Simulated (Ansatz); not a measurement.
ZrO₂:
```
ZrO2
1.0
    0.00000     2.51311     2.51311
    2.51311     0.00000     2.51311
    2.51311     2.51311     0.00000
Zr O
1 2
Direct
  0.00000   0.00000   0.00000
  0.25000   0.25000   0.25000
  0.75000   0.75000   0.75000
```

Relaxed with LDA. Special points in fractions of this cell's reciprocal vectors: Γ (0.000, 0.000, 0.000); X (0.500, 0.000, 0.500); U (0.625, 0.250, 0.625); K (0.375, 0.375, 0.750); L (0.500, 0.500, 0.500); W (0.500, 0.250, 0.750).

Problem. List the band energies nearest the valence-band maximum at these points for LDA (plane waves, PAW; program Ansatz).

Solution. In eV from the valence-band maximum; about four levels below and three above (degenerate sets whole), none deeper than 8.9 eV; points with the same levels are listed once.

```tsv
k	below	above
Γ	-5.50 -5.50 -5.50 -0.56 -0.56 -0.56	3.35 3.35 6.66
X	-3.24 -3.24 -1.57 -1.57 0.00	3.79 4.86 6.21
U	-3.18 -2.32 -1.24 -0.35	4.07 4.87 6.52
L	-2.64 -2.54 -1.69 -1.69	4.05 4.05 6.47
W	-2.46 -2.46 -1.43 -0.21	4.51 4.68 6.64 6.64
```

Space group Fm-3m (fluorite). This is a known high-temperature phase of the composition, computed here at zero pressure and temperature. The LDA relaxation kept the symmetry of its start; its stability against distortions is not shown here. The run is not spin-polarised. Spin–orbit coupling is left out wherever it is not named.

Potentials: the later of the program's two PAW sets.
